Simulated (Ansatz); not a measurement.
# MnO2 (R-3m) in Ansatz: a series of runs, part 2 of 2

Ansatz 0.2.0. Earlier steps stand in the parts before.

## 3. Relaxation of cell and atoms, PBEsol+U, collinear spin, ferromagnetic start

input.yaml reads:

```yaml
crystal:
  lattice:
    - [1.4284348394, 0.824707239, 4.5839315268]
    - [-1.4284348394, 0.824707239, 4.5839315268]
    - [0.0, -1.6494144781, 4.5839315268]
  atoms:
    - { symbol: Mn, position: [0.0, 0.0, 0.0], spin: 4.0 }
    - { symbol: O, position: [0.73563551, 0.73563551, 0.73563551] }
    - { symbol: O, position: [0.26436449, 0.26436449, 0.26436449] }
hamiltonian:
  xc: pbesol
  pseudopotentials: { kind: paw }
  hubbard: { sites: [{ species: Mn, l: d, u_eff: 8.0 }] }
magnetization:
  spin_polarized: true
kpoints:
  mp_grid: { grid: [11, 11, 11] }
scf:
  occupations: { method: fermi_dirac, width: 0.05 }
output:
  forces: true
  stress: true
  eigenvalues: true
relax:
  f_tol: 0.01
  max_steps: 40
  cell: { stress_tol: 0.05 }
```

Potentials or basis: Ansatz PAW.

On the command line:

```console
> ansatz run input.yaml --threads 2 --pin off --max-ram 5632MiB --backend cpu --events-out ev --progress --plain --runs-dir out
```

Output:

```text
Warning: RAYON_NUM_THREADS=2 ignored (pool sized by the plan → 2); use --threads N
basis.fft_grid_basis auto: the FFT boxes are laid along the combinations [[1, 0, -1], [0, 1, -1], [0, 0, 1]] of the cell's own vectors, 2.857, 2.857 and 4.872 Å long. The dense box has 20×20×36 points. Along the cell's own vectors, as sized, it would have 36×36×36, 3.24 times as many. Of the 12 symmetry operations that the crystal satisfies within crystal.symmetry.tolerance (time reversal apart; of a slab, those that keep its plane) the dense box along the cell's own vectors carries 12, and the one as laid loses 8 of those. basis.fft_grid_basis: typed keeps the cell's own vectors: state it where this run's energies or levels are differenced outside the engine with another run's, or held beside a run that keeps those vectors.
Mn: projections on atomic orbitals take those of the free atom [Ne] 3s2 3p6 3d5 4s2, of charge +0.00 (hamiltonian.pseudopotentials.projection_atoms); the dataset's partial waves leave at most 9.0e-7 of an orbital's norm unspanned inside its sphere
O: projections on atomic orbitals take those of the free atom [He] 2s2 2p4, of charge +0.00 (hamiltonian.pseudopotentials.projection_atoms); the dataset's partial waves leave at most 1.9e-8 of an orbital's norm unspanned inside its sphere
Engine: ansatz 0.2.0, aarch64-unknown-linux-gnu
Pseudopotentials: kind: paw
Pseudopotential: Mn, paw, valence charge 15, recommended cutoff 420 eV (normal), Mn.paw.azcp
Pseudopotential: O, paw, valence charge 6, recommended cutoff 420 eV (normal), O.paw.azcp
Functional definition: PBEsol
  exchange = pbesol_x
  correlation = pbesol_c
Crystal: 3 atoms, lattice volume = 32.400 Å³
Basis set: ecut = 420 eV, 651 PW (Γ), FFT grids on a1−a3, a2−a3, a3, exchange–correlation on 40×40×72 points (8 copies of the dense FFT grid, shifted against one another)
Bands: 20, of which v1, the nominal top of the filled ones, is band 14 counted from 1 (13 counted from 0)
Symmetry: 12 space group operations
[... 285 lines left out ...]
  max |Σ_I F_I| component: 4.63e-18 eV/Å
--- Stress (GPa, compression-positive) ---
        0.035446       0.000000      -0.000000
        0.000000       0.035446       0.000000
       -0.000000       0.000000       0.032760
  P = ⅓ Tr σ = 0.0346 GPa (0.346 kbar)
--- Band table (eV; the first three rows and the last of 292) ---
  k-point 0 ↑: bands = ["-74.8703", "-43.6518", "-43.6518", "-43.6447", "-11.6647", "-9.3624", "-1.2202", "-0.6089", "-0.6089", "0.9050", "0.9050", "5.0749", "6.0278", "6.0278", "6.6281", "8.6260", "8.6260", "13.1426", "16.2754", "21.7029"]
  k-point 1 ↑: bands = ["-74.8694", "-43.6592", "-43.6535", "-43.6437", "-11.5685", "-9.4236", "-1.1329", "-0.6460", "-0.5062", "0.8471", "0.9633", "4.9628", "5.8142", "5.9963", "6.6938", "8.3408", "8.5655", "13.5457", "16.6370", "21.6577"]
  k-point 2 ↑: bands = ["-74.8672", "-43.6789", "-43.6581", "-43.6408", "-11.3024", "-9.5811", "-0.9783", "-0.6827", "-0.2184", "0.7082", "1.1435", "4.5936", "5.4606", "5.8453", "6.7648", "7.6818", "8.4490", "14.5654", "17.5226", "21.4145"]
  k-point 145 ↓: bands = ["-70.5325", "-39.4529", "-39.4458", "-39.2996", "-11.9087", "-10.3620", "2.8375", "3.1427", "3.3001", "4.7143", "4.9802", "5.1090", "11.7861", "11.8850", "12.4970", "12.7852", "12.9391", "15.8944", "16.2633", "21.2622"]
--- Relaxed structure (8 steps of the walk, 8 accepted, 2 SCFs on fresh bases) ---
  F+E_penalty+E_count = -4985.65387427 eV   max|allowed force component| = 2.758e-4 eV/Å   (the final SCF, on the basis selected at the relaxed cell)
  cell:  # Å, volume = 35.1317 Å³
    - [1.5018543750909588, 0.8670960277260342, 4.496274589515287]
    - [-1.5018543750909588, 0.8670960277260342, 4.496274589515287]
    - [-2.638029624556154e-33, -1.7341920555011117, 4.49627458950583]
  atoms:
    - { symbol: Mn, position: [1.4324725334900617e-35, 2.1815038886662993e-35, -5.977309267310694e-35] }
    - { symbol: O, position: [0.7367084723154586, 0.7367084723154586, 0.7367084723154587] }
    - { symbol: O, position: [0.2632915276845416, 0.2632915276845416, 0.2632915276845416] }
```

It took 1.7 min on 2 threads of Arm Neoverse V1, shared host; peak memory 0.54 GiB.

Results:

| Item | Value |
| --- | --- |
| Free energy | -4985.6539 eV |
| Relaxed volume | 11.71 Å³/atom |
| Relaxed cell | a = 4.819 Å, b = 4.819 Å, c = 4.819 Å, α = 36.32°, β = 36.32°, γ = 36.32° |
| Space group after relaxing (to 0.05 Å) | R-3m (No. 166) |
| Energy gained by relaxing | 54.2 meV/atom |
| Ionic steps | 11 |
| Pressure after relaxing | 0.0 GPa |
| Band gap on the k mesh | 0.19 eV, indirect (least direct gap 0.47 eV) |
| Net moment | 3.00 μB per cell |
| Absolute moment | 4.99 μB per cell |
| Site moments | Mn +3.45; O -0.46 μB |

Step by step:
| step | energy change (eV) | largest force (eV/Å) | volume (Å³) |
| --- | --- | --- | --- |
| 1 | 0.0000 | 0.7036 | 32.40 |
| 2 | -0.0853 | 0.5696 | 34.11 |
| 3 | -0.1369 | 0.1194 | 34.79 |
| 4 | -0.1397 | 0.0193 | 34.78 |
| 5 | -0.1407 | 0.0073 | 34.61 |
| 6 | -0.1405 | 0.0002 | 34.64 |
| 7 | -0.1611 | 0.0004 | 34.64 |
| 8 | -0.1606 | 0.0037 | 35.04 |
| 9 | -0.1602 | 0.0003 | 35.13 |
| 10 | -0.1627 | 0.0003 | 35.13 |
| 11 | -0.1627 | 0.0003 | 35.13 |

Final structure:
```yaml
crystal:
  lattice:
    - [1.50185, 0.86710, 4.49627]
    - [-1.50185, 0.86710, 4.49627]
    - [0.00000, -1.73419, 4.49627]
  atoms:
    - { symbol: Mn, position: [0.00000, 0.00000, 0.00000] }
    - { symbol: O, position: [0.73671, 0.73671, 0.73671] }
    - { symbol: O, position: [0.26329, 0.26329, 0.26329] }
```

Levels at points of the mesh, in eV from the valence-band top:
Spin up:
```tsv
k point	band 12	band 13	band 14	band 15	band 16	band 17	band 18	band 19
(0.00, 0.00, 0.00)	-1.71	-0.75	-0.75	-0.15	1.84	1.84	6.36	9.49
```
Spin down:
| k point | band 10 | band 11 | band 12 | band 13 | band 14 | band 15 |
| --- | --- | --- | --- | --- | --- | --- |
| (0.00, 0.00, 0.00) | -1.50 | -1.50 | -1.00 | 5.01 | 5.01 | 5.77 |

Eigenvalues of the final occupation matrices:
```csv
site,spin,trace,eigenvalues
site 1,1,4.46,0.74 0.74 0.99 0.99 0.99
site 1,2,0.50,0.04 0.05 0.05 0.18 0.18
```

Caveat: the magnetic or orbital state may not be the lowest; odd divisions of the mesh miss points on the zone boundary, where band edges often lie, so the gap on the mesh can be too wide; the plane-wave basis is chosen anew once the cell has moved, so the energies of steps on either side of that aren't comparable; the pressure holds a Pulay correction of +0.7 GPa for the finite cutoff; a cell with one magnetic atom can't hold antiferromagnetic order, which such compounds often take; the PAW data sets come from PBE, with cores solved anew for the run's functional, which leaves a small shift of forces and pressure. A k mesh can miss the band edges.
